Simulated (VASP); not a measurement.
K: relaxation of the atoms with PBE+D4

The system is K, a slab with vacuum.

```
K
1.0
     4.72513    0.00000    0.00000
    -2.20936    4.17679    0.00000
     0.00000    0.00000   22.81180
K
3
Direct
  0.17939 0.82061 0.32878
  0.82061 0.17939 0.50000
  0.17939 0.82061 0.67122
```

```json
{
 "Program": "VASP 6.6.1",
 "Task": "relaxation of the atoms",
 "Functional": "PBE",
 "Dispersion": "D4",
 "Potentials or basis": "VASP PAW PBE potentials, release 64 (K_sv)",
 "Cutoff": "520 eV",
 "k mesh": "7 × 7 × 1",
 "Occupations": "fermi-dirac, width 0.05 eV",
 "Spin": "no spin polarisation",
 "Dipole correction": "yes",
 "Atoms held fixed (from 0)": "[0]",
 "Further INCAR settings": "ALGO = Normal; EDIFF = 1e-06; IBRION = 2; EDIFFG = -0.01; NSW = 60"
}
```

```json
{"Energy gained by relaxing": "2.9 meV/atom", "Ionic steps": "10", "Band gap on the k mesh": "none (metal or under the smearing width)", "Dispersion energy per atom": "-0.054 eV"}
```

The path:
```csv
step,energy change (eV),largest force (eV/Å),pressure (GPa)
1,0.0000,0.0463,-0.16
2,-0.0001,0.0462,-0.16
3,-0.0004,0.0463,-0.15
4,-0.0010,0.0457,-0.15
5,-0.0020,0.0453,-0.15
6,-0.0036,0.0447,-0.14
7,-0.0047,0.0472,-0.12
8,-0.0056,0.0434,-0.12
9,-0.0076,0.0309,-0.11
10,-0.0087,0.0097,-0.09
```

Final structure:
```
CELL_PARAMETERS angstrom
4.72513 0.00000 0.00000
-2.20936 4.17679 0.00000
0.00000 0.00000 22.81180
ATOMIC_POSITIONS crystal
K 0.17939 0.82061 0.32878
K 0.82375 0.17625 0.49084
K 0.17777 0.82223 0.65263
```

Levels at points of the mesh, in eV from the Fermi level:
| k point | band 12 | band 13 | band 14 | band 15 | band 16 | band 17 |
| --- | --- | --- | --- | --- | --- | --- |
| (0.00, 0.00, 0.00) | -15.63 | -2.00 | -1.39 | -0.47 | 0.65 | 1.34 |

Wall time 22 min on 1 thread of Intel(R) Xeon(R) Platinum 8488C (Sapphire Rapids) (shared host), peak memory 0.59 GiB.
